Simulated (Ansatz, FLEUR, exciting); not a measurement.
PBE equilibrium volume of 8 crystals in 3 set-ups

The same calculation (PBE, Γ-centred k mesh with a spacing near 0.25 Å⁻¹, Fermi-Dirac smearing of 0.05 eV, no spin-orbit coupling) was run on each cell with:

- A: exciting, all-electron LAPW+lo, shipped species files, valence relativity iora*
- B: FLEUR, all-electron
- C: Ansatz, Ansatz PAW (earlier soft set), cutoff 420 eV

Volumes are energy minima over scaled cells at fixed shape and fractions. Not every cell is the stable form of its formula. Spin polarisation and spin-orbit coupling are off unless named.

| crystal | A (Å³/atom) | B (Å³/atom) | C (Å³/atom) |
| --- | --- | --- | --- |
| C (Fd-3m) | 5.695 | 5.696 | 5.695 |
| BN (F-43m) | 5.954 | 5.953 | 5.950 |
| Be (P6_3/mmc, 2 atoms) | 7.925 | 7.913 | 7.913 |
| HfB2 (P6/mmm, 3 atoms) | 9.968 | 9.966 | 9.959 |
| SiC (F-43m) | 10.509 | 10.503 | 10.501 |
| WC (P-6m2, 2 atoms) | 10.534 | 10.530 | 10.524 |
| YN (Fm-3m) | 14.771 | 14.762 | 14.763 |
| Sr (Fm-3m) | 54.717 | 54.694 | 54.694 |

Against the mean of the all-electron results, the mean absolute deviation is C 0.05 %. The largest single deviation is -0.08 %, for HfB2 in C. The figures use the values as printed. The all-electron reference has errors of its own basis, so a deviation may be partly its. Meshes of this size aren't converged for metals, which the comparison doesn't need. The functional is the same throughout, so these differences measure potentials, basis sets and numerical settings.
